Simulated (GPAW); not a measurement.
**CdSe (Cadmoselite): phonons with PW91+D4**

**What was measured.**

From a printed reference work, data compilation, for a bulk crystal of CdSe at 2 K: band gap 1.841 eV.

Crystal: CdSe (Cadmoselite).

```
CELL_PARAMETERS angstrom
4.30000 0.00000 0.00000
-2.15000 3.72391 0.00000
0.00000 0.00000 7.02000
ATOMIC_POSITIONS crystal
Cd 0.66667 0.33333 0.50000
Cd 0.33333 0.66667 0.00000
Se 0.66667 0.33333 0.88500
Se 0.33333 0.66667 0.38500
```

- Program: GPAW 26.7.0
- Task: phonons
- Functional: PW91
- Dispersion: D4
- Potentials or basis: PAW data sets generated in the run's folder for this functional
- Cutoff: 510 eV
- Basis: pw
- k mesh: 7 × 7 × 4
- Occupations: fermi-dirac, width 0.05 eV
- Spin: no spin polarisation
- Maxiter: 150
- Convergence: density=1e-06 eigenstates=1e-09
- Supercell: 1 × 1 × 1
- Supercell k mesh: 7 × 7 × 4
- Displacement: 0.01
- Relaxed first: cell
- Ecut relax: 600

```
Relaxed volume                                          : 28.57 Å³/atom
Relaxed cell                                            : a = 4.322 Å, b = 4.322 Å, c = 7.066 Å, α = 90.00°, β = 90.00°, γ = 120.00°
Space group after relaxing (to 0.05 Å)                  : P6_3mc (No. 186)
Pressure after relaxing                                 : 0.0 GPa
Largest force after relaxing                            : 0.003 eV/Å
Band gap on the k mesh                                  : 0.58 eV, direct
Highest phonon frequency at Γ, LO-TO splitting left out : 185 cm⁻¹
Dispersion energy per atom                              : -0.262 eV
```

Forces in eV/Å, atoms in the order of the input:
```
Cd   0.000  0.000 -0.003
Cd   0.000  0.000 -0.003
Se   0.000  0.000  0.003
Se   0.000  0.000  0.003
```

Final structure:
```yaml
crystal:
  lattice:
    - [4.32164, 0.00000, 0.00000]
    - [-2.16082, 3.74265, 0.00000]
    - [0.00000, 0.00000, 7.06563]
  atoms:
    - { symbol: Cd, position: [0.66667, 0.33333, 0.50510] }
    - { symbol: Cd, position: [0.33333, 0.66667, 0.00510] }
    - { symbol: Se, position: [0.66667, 0.33333, 0.88017] }
    - { symbol: Se, position: [0.33333, 0.66667, 0.38017] }
```

Levels at points of the mesh, in eV from the valence-band top:
| k point | band 16 | band 17 | band 18 | band 19 | band 20 | band 21 |
| --- | --- | --- | --- | --- | --- | --- |
| (0.00, 0.00, 0.00) | -0.06 | 0.00 | 0.00 | 0.58 | 2.17 | 5.84 |
| (0.00, 0.00, 0.50) | -0.39 | -0.39 | -0.39 | 2.31 | 2.31 | 5.79 |

Phonon frequencies in cm⁻¹ (negative: imaginary):
| q point | frequencies |
| --- | --- |
| (0.000, 0.000, 0.000) | 0 0 0 23 23 123 165 166 166 170 170 185 |

Wall time 21 min on 1 thread of Arm Neoverse V2 (shared host), peak memory 0.76 GiB.

Measured gap of CdSe: 1.841 eV (2 K; a printed reference work, data compilation). This calculation gives 0.58 eV (-1.26 eV). So large a miss can be the level of theory's own, or it may mean another phase, state or a wrong row. Spin-orbit coupling on Cd, Se is left out. The value is that of PW91+D4, without temperature or zero-point motion. Semilocal functionals fall short of measured gaps as a rule.

Caveat: the cutoff is short for stress and forces, so pressures can be off by a GPa or more; the LO-TO splitting is left out.
